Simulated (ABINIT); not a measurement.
The system is Ta.

```
CELL_PARAMETERS angstrom
2.90037 0.00000 0.00000
-1.45019 2.51180 0.00000
0.00000 0.00000 5.16627
ATOMIC_POSITIONS crystal
Ta 0.33333 0.66667 0.25000
Ta 0.66667 0.33333 0.75000
```

This isn't the form of Ta at room conditions, which is bcc.

Base run:

| Item | Value |
| --- | --- |
| Program | ABINIT 10.8.3 (patched build) |
| Functional | BLYP |
| Potentials or basis | JTH PAW PBE v2.0 |
| Cutoff | 626 eV |
| k mesh | 11 × 11 × 5 |
| Occupations | fermi-dirac, width 0.05 eV |
| Spin | no spin polarisation |

Its results: band gap on the k mesh none (metal or under the smearing width); pressure 4.5 GPa.

**Question.** After a change of settings the same cell gave: band gap on the k mesh none (metal or under the smearing width); pressure -1.5 GPa. Which change was it?
A. functional from BLYP to PBE
B. functional from BLYP to SCAN
C. functional from BLYP to WC
D. functional from BLYP to LDA

**Answer.** A.

PBE binds more tightly than BLYP, so the same cell stands under less pressure.

Caveats: the PAW data sets were made with another functional, which shifts forces and pressure a little (some runs).
